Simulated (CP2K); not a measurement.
Runs of CP2K 2026.2 on P. The structure is orthorhombic, space group Cmce (No. 64). Conventional cell: a = 3.295 Å, b = 10.930 Å, c = 4.544 Å, α = 90.00°, β = 90.00°, γ = 90.00°. P (site symmetry m) is surrounded by 3 P at 2.20 to 2.25 Å. 

```csv
task,level,potentials or basis,cell,k mesh,smearing,EPS_DEFAULT,k points reduced by the point group,basis sets,potentials,points a segment of the path (NPOINTS),gap on the mesh (eV),pressure (GPa),largest force (eV/Å)
band structure,r2SCAN,POTENTIAL_UZH P GTH-SCAN-q5; TZVP-MOLOPT-SCAN-GTH basis,as given,8 × 8 × 6,fermi-dirac 0.05 eV,1.0E-10,yes,P TZVP-MOLOPT-SCAN-GTH-q5,P GTH-SCAN-q5 of POTENTIAL_UZH,6,0.23,1.1,0.20
relaxation of cell and atoms,PBEsol,POTENTIAL_UZH P GTH-PBE-q5; TZVP-MOLOPT-PBE-GTH basis,relaxed,7 × 7 × 5,fermi-dirac 0.05 eV,1.0E-9,-,P TZVP-MOLOPT-PBE-GTH-q5,P GTH-PBE-q5 of POTENTIAL_UZH,-,(a),0.0,-
band structure,TB-mBJ,POTENTIAL_UZH P GTH-PBE-q5; TZVP-MOLOPT-PBE-GTH basis,as given,8 × 8 × 6,fermi-dirac 0.05 eV,1.0E-9,yes,P TZVP-MOLOPT-PBE-GTH-q5,P GTH-PBE-q5 of POTENTIAL_UZH,10,0.45,-,-
band structure,LDA,GTH_POTENTIALS P GTH-PADE-q5; TZVP-MOLOPT-PBE-GTH basis,as given,8 × 8 × 6,fermi-dirac 0.0259 eV,1.0E-9,yes,P TZVP-MOLOPT-PBE-GTH-q5,P GTH-PADE-q5 of GTH_POTENTIALS,10,(c),-1.8,0.21
band structure,PBEsol,POTENTIAL_UZH P GTH-PBE-q5; TZVP-MOLOPT-PBE-GTH basis,as given,8 × 8 × 6,fermi-dirac 0.1 eV,1.0E-9,yes,P TZVP-MOLOPT-PBE-GTH-q5,P GTH-PBE-q5 of POTENTIAL_UZH,6,none,0.7,(b)
band structure,PBE,POTENTIAL_UZH P GTH-PBE-q5; TZVP-MOLOPT-PBE-GTH basis,as given,8 × 8 × 6,fermi-dirac 0.1 eV,1.0E-9,yes,P TZVP-MOLOPT-PBE-GTH-q5,P GTH-PBE-q5 of POTENTIAL_UZH,10,0.10,2.4,0.38
```

Alike in all rows: no spin polarisation.

Question: Fill in the values left out.

Answer: (a) 0.13; (b) 0.47; (c) 0.02.

Caveats: the basis of atomic orbitals isn't converged, which shifts pressures, moduli and gaps; the potentials were made for another functional, which shifts forces and pressure (some runs); the printed path begins after the first move (some runs); an odd mesh through Γ misses points on the zone boundary, where band edges often lie (some runs); this is a model potential without an energy functional, so only levels have meaning (some runs).

A gap of «none» marks a metal or a gap under the smearing width.

Not every run made on this cell is shown here.
